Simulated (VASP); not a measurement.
# CdF2 (Fm-3m) in VASP: notebook, part 2 of 2

VASP 6.6.1. Earlier steps stand in the parts before.

## 3. G0W0 quasiparticle levels, PBE

File POSCAR:

```
CdF2
1.0
    0.0000000000      2.6940000000      2.6940000000
    2.6940000000      0.0000000000      2.6940000000
    2.6940000000      2.6940000000      0.0000000000
Cd F
1 2
Direct
    0.0000000000      0.0000000000      0.0000000000
    0.7500000000      0.7500000000      0.7500000000
    0.2500000000      0.2500000000      0.2500000000
```

File INCAR.step1:

```
PREC = Accurate
ENCUT = 500
EDIFF = 1E-8
ISMEAR = 0
SIGMA = 0.01
LREAL = F
LASPH = T
NELM = 60
ALGO = Normal
LWAVE = T
LCHARG = F
GGA = PE
KPAR = 4
```

File INCAR.step2:

```
PREC = Accurate
ENCUT = 500
EDIFF = 1E-8
ISMEAR = 0
SIGMA = 0.01
LREAL = F
LASPH = T
NELM = 1
ALGO = Exact
LWAVE = T
LCHARG = F
GGA = PE
NBANDS = 264
LOPTICS = T
ISTART = 1
KPAR = 4
```

File INCAR.step3:

```
PREC = Accurate
ENCUT = 500
EDIFF = 1E-8
ISMEAR = 0
SIGMA = 0.01
LREAL = F
LASPH = T
ALGO = EVGW0
LWAVE = F
LCHARG = F
GGA = PE
NELMGW = 1
NBANDS = 264
ENCUTGW = 200
NOMEGA = 50
PRECFOCK = Fast
ISTART = 1
NBANDSGW = 21
KPAR = 4
```

File KPOINTS:

```
regular mesh
0
Gamma
  4 4 4
```

Potentials or basis: VASP PAW PBE potentials, release 64 (Cd_GW, F_GW).

Started as:

```console
$ cat potpaw_PBE.64/Cd_GW/POTCAR potpaw_PBE.64/F_GW/POTCAR > POTCAR
$ cp INCAR.step1 INCAR
$ mpirun -np 4 vasp_std > vasp.out
$ cp INCAR.step2 INCAR
$ mpirun -np 4 vasp_std > vasp.out
$ cp INCAR.step3 INCAR
$ mpirun -np 4 vasp_std > vasp.out
```

OUTCAR:

```text
PREC = Accurate
   ENCUT = 500
   EDIFF = 1E-8
   ISMEAR = 0
   LREAL = F
   LASPH = T
   GGA = PE
   NELMGW = 1
   ENCUTGW = 200
   PRECFOCK = Fast
   ISTART = 1

 ion  position               nearest neighbor table
   1  0.000  0.000  0.000-   2 2.33   2 2.33   2 2.33   2 2.33   3 2.33   3 2.33   3 2.33   3 2.33

   2  0.750  0.750  0.750-   1 2.33   1 2.33   1 2.33   1 2.33
   3  0.250  0.250  0.250-   1 2.33   1 2.33   1 2.33   1 2.33

  LATTYP: Found a face centered cubic cell.
 ALAT       =     5.3880000000

  Lattice vectors:

 A1 = (   0.0000000000,   2.6940000000,   2.6940000000)
 A2 = (   2.6940000000,   0.0000000000,   2.6940000000)
 A3 = (   2.6940000000,   2.6940000000,   0.0000000000)

Analysis of symmetry for initial positions (statically):
=====================================================================
 Subroutine PRICEL returns:
 Original cell was already a primitive cell.

 Routine SETGRP: Setting up the symmetry group for a
 face centered cubic supercell.

[... 119 lines left out ...]
   EFERMI_NEDOS =   21; number of points for ismear=-14 and -15
   IALGO  =     38    algorithm
   IMIX   =      4    mixing-type and parameters
     AMIX     =   0.40;   BMIX     =  1.00
     AMIX_MAG =   1.60;   BMIX_MAG =  1.00
  volume/ion in A,a.u.               =      13.03        87.96
  Fermi-wavevector in a.u.,A,eV,Ry     =   1.428867  2.700166 27.778468  2.041660
  Thomas-Fermi vector in A             =   2.548882
   LORBIT       =      0    0 simple, 1 ext, 2 COOP (PROOUT), +10 PAW based schemes
   GGA     = PE    functional components
   LHFCALC =     T    Hartree Fock is set to
   PRECFOCK=fast      Normal, Fast or Accurate (Low or Medium for compatibility)
   ENCUT4O =  -1.0   cutoff for four orbital integrals eV
   NKREDX  =     1    reduce k-point grid by
   NKREDY  =     1    reduce k-point grid by
   NKREDZ  =     1    reduce k-point grid by
   AEXX    =    1.0000 exact exchange contribution
   HFSCREEN=    0.0000 screening length (either q_TF or 0.3 A-1)
   HFSCREENC=   0.0000 screening length for correlation (either q_TF or 0.3 A-1)
   ENCUTFOCK=  -1.0 apply spherical cutoff to Coloumb kernel
   IVDW    =     0    specifies the selected vdW correction
   LEPSILON=     F    determine dielectric tensor
   LRPA    =     F    only Hartree local field effects (RPA)
   LRPAFORCE           =     F    calculate RPA forces
   ENCUTGW             = 200.0    cutoff for response function in eV
   ENCUTGWSOFT         = 160.0    soft cutoff for Coulomb kernel in GW response function in eV
   ENCUTLF             =  -1.0    cutoff for local field effects
   NELMGW              =     1    number of iterations in solving QP/BSE equation
   NELMHF              =     1    number of iterations in the inner HF iteration
   NKREDLFX            =     1    NKREDLFY  =   1   NKREDLFZ  =   1
 non-spin polarized calculation
 Gauss-broadening in eV      SIGMA  =   0.01
  energy-cutoff  :      500.00
  volume of cell :       39.10
 maximum number of plane-waves:      1003
  NGX = 16; NGY = 16; NGZ = 16
   NGX = 13   NGY = 13   NGZ = 13
 maximum number of plane-waves:       259

 QP shifts <psi_nk| G(iteration)W_0 |psi_nk>: iteration 1
 for sc-GW calculations column KS-energies equals QP-energies in previous step
 and V_xc(KS)=  KS-energies - (<T + V_ion + V_H > + <T+V_H+V_ion>^1  + <V_x>^1)

 k-point   1 :       0.0000    0.0000    0.0000
  band No.  KS-energies  QP-energies   sigma(KS)   V_xc(KS)     V^pw_x(r,r')   Z            occupation Imag(sigma)

      1     -19.9975     -22.9114     -26.4100     -22.1877     -36.2882       0.6901       2.0000       1.1979
      2     -18.8961     -21.8779     -27.8239     -23.5503     -37.5846       0.6977       2.0000       1.0629
      3      -4.7959      -7.6796     -20.0398     -16.2365     -24.7304       0.7582       2.0000       0.3527
      4      -4.7959      -7.6796     -20.0398     -16.2365     -24.7304       0.7582       2.0000       0.3527
      5      -4.7959      -7.6796     -20.0398     -16.2365     -24.7304       0.7582       2.0000       0.3527
      6      -3.5827      -6.9358     -19.6587     -15.4783     -23.3096       0.8021       2.0000       0.1849
[... 188 lines left out ...]
     20      21.8571      23.1402      -9.0037     -10.5278      -4.3911       0.8418       0.0000      -0.3480
     21      21.8571      23.1402      -9.0037     -10.5278      -4.3911       0.8418       0.0000      -0.3480
```

OUTCAR.step2:

```text
PREC = Accurate
   ENCUT = 500
   EDIFF = 1E-8
   ISMEAR = 0
   LREAL = F
[... 766 lines left out ...]
     0.00000     2.94231     2.94231     2.94231     0.00000     0.00000    -0.00000
     2.58271     3.14705     3.14705     3.14705     0.00000     0.00000    -0.00000
     5.16543     4.12986     4.12986     4.12986     0.00000    -0.00000     0.00000
     7.74814     2.69562     2.69562     2.69562    -0.00000     0.00000    -0.00000
    10.33085     2.13593     2.13593     2.13593     0.00000     0.00000     0.00000
    12.91357     2.41810     2.41810     2.41810     0.00000     0.00000    -0.00000
[... 92 lines left out ...]
   253.10590     0.98350     0.98350     0.98350    -0.00000    -0.00000     0.00000
   255.68862     0.98386     0.98386     0.98386    -0.00000    -0.00000     0.00000
```

Run time: 92 s. Hardware: 4 MPI ranks of Intel Xeon 6975P-C (Granite Rapids), shared host; peak memory 0.52 GiB.

What came out:

```
Band gap on the k mesh, mean-field level : 3.09 eV, indirect (least direct gap 3.58 eV)
Quasiparticle gap                        : 5.46 eV
Least direct quasiparticle gap           : 6.33 eV
```

Levels at points of the mesh, in eV from the valence-band top:
| k point | band 11 | band 12 | band 13 | band 14 | band 15 | band 16 |
| --- | --- | --- | --- | --- | --- | --- |
| (0.00, 0.00, 0.00) | -0.49 | -0.49 | -0.49 | 3.09 | 12.70 | 12.70 |
| (0.50, 0.00, 0.00) | -1.84 | -0.39 | -0.39 | 7.19 | 9.16 | 14.50 |
| (0.50, 0.50, 0.00) | -0.51 | -0.09 | -0.09 | 8.02 | 9.67 | 11.94 |

Caveat: the k mesh is coarse (spacing up to 0.50 Å⁻¹), so the values aren't converged; bands, screening cutoff and mesh are small and nothing is extrapolated, so the quasiparticle values aren't converged. A k mesh can miss the band edges.
